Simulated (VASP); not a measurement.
**VASP 6.6.1 run: GaN**

INCAR

```
LWAVE = .FALSE.
PREC = Accurate
ISIF = 2
NSW = 0
LASPH = .TRUE.
ISMEAR = -1
ENCUT = 520
AMIX = 0.2
LREAL = .FALSE.
IBRION = -1
EDIFF = 1E-7
GGA = PE
BMIX = 0.0001
SIGMA = 0.02
NBANDS = 16
NELM = 120
LCHARG = .FALSE.
```

KPOINTS

```
KPOINTS created by Atomic Simulation Environment
0
Monkhorst-Pack
10 10 10
0 0 0
```

POSCAR

```
Ga N
 1.0000000000000000
     0.0000000000000000    2.2939315918999998    2.2939315918999998
     2.2939315918999998    0.0000000000000000    2.2939315918999998
     2.2939315918999998    2.2939315918999998    0.0000000000000000
 Ga  N
   1   1
Cartesian
  0.0000000000000000  0.0000000000000000  0.0000000000000000
  1.1469657959499999  1.1469657959499999  1.1469657959499999
```

The recommended PBE PAW datasets give the neutral cell 18 valence electrons.

Command

```
mpirun -np 1 vasp_std
```

Q: How does this run end, and what does it give?

A: It converged. Results: gap between bands v and c on the k mesh 1.73 eV; least direct gap on the k mesh 1.73 eV; pressure -4.1 GPa. Band v is the last that the valence electrons fill when counted band by band, and c is the next.

OSZICAR

```
N       E                     dE             d eps       ncg     rms          rms(c)
DAV:   1     0.834326691343E+02    0.83433E+02   -0.94201E+03  3944   0.197E+03
DAV:   2    -0.795476504748E+01   -0.91387E+02   -0.85098E+02  4040   0.328E+02
DAV:   3    -0.139934366856E+02   -0.60387E+01   -0.60136E+01  4080   0.715E+01
DAV:   4    -0.140646582562E+02   -0.71222E-01   -0.71211E-01  4520   0.838E+00
DAV:   5    -0.140655880735E+02   -0.92982E-03   -0.92981E-03  4144   0.857E-01    0.754E+00
DAV:   6    -0.124604570284E+02    0.16051E+01   -0.15919E+00  5336   0.219E+01    0.349E+00
DAV:   7    -0.121524741328E+02    0.30798E+00   -0.95378E-01  5416   0.143E+01    0.199E+00
DAV:   8    -0.121480204574E+02    0.44537E-02   -0.10435E-01  4448   0.593E+00    0.455E-01
DAV:   9    -0.121467027625E+02    0.13177E-02   -0.10389E-02  4592   0.159E+00    0.197E-01
DAV:  10    -0.121462747986E+02    0.42796E-03   -0.28311E-03  5592   0.160E+00    0.121E-01
DAV:  11    -0.121461329852E+02    0.14181E-03   -0.87035E-04  4248   0.291E-01    0.609E-02
DAV:  12    -0.121461429512E+02   -0.99660E-05   -0.54622E-05  4232   0.764E-02    0.322E-02
DAV:  13    -0.121461409139E+02    0.20373E-05   -0.41330E-06  5280   0.191E-02    0.121E-02
DAV:  14    -0.121461411352E+02   -0.22136E-06   -0.22196E-07  4104   0.715E-03    0.580E-03
DAV:  15    -0.121461409954E+02    0.13988E-06   -0.38215E-07  3912   0.940E-03    0.604E-04
DAV:  16    -0.121461410028E+02   -0.74501E-08   -0.34985E-08  1792   0.143E-03
   1 F= -.12146141E+02 E0= -.12146141E+02  d E =-.846372E-13
```

The shifted mesh misses Γ, so a band edge there is missed.

For comparison, a separate PBE run of the intended cell, on usual settings and not on those above, gives a gap of 1.38 eV on its mesh and a pressure of -4.1 GPa.
